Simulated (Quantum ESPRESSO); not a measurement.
The system is AlN.

```
Al N
1.0
     0.00000    2.18399    2.18399
     2.18399    0.00000    2.18399
     2.18399    2.18399    0.00000
Al N
1 1
Direct
  0.00000 0.00000 0.00000
  0.25000 0.25000 0.25000
```

Measurements of this composition are mostly on another form, of space group No. 186.

Base run:

| Item | Value |
| --- | --- |
| Program | Quantum ESPRESSO 7.5 |
| Functional | PBEsol |
| Potentials or basis | GBRV 1.5 PBEsol |
| Cutoff | 612 eV |
| Density cutoff | 4898 eV |
| k mesh | 8 × 8 × 8, shifted |
| Occupations | fermi-dirac, width 0.05 eV |
| Spin | no spin polarisation |

Its results: pressure 1.7 GPa; electronic dielectric tensor (diagonal) 4.64.

Task: The run is repeated on the same cell with these changes: functional from PBEsol to LDA; potentials or basis from GBRV 1.5 PBEsol to GBRV 1.5 LDA. What comes out?

Result: Pressure -2.8 GPa; electronic dielectric tensor (diagonal) 4.58.
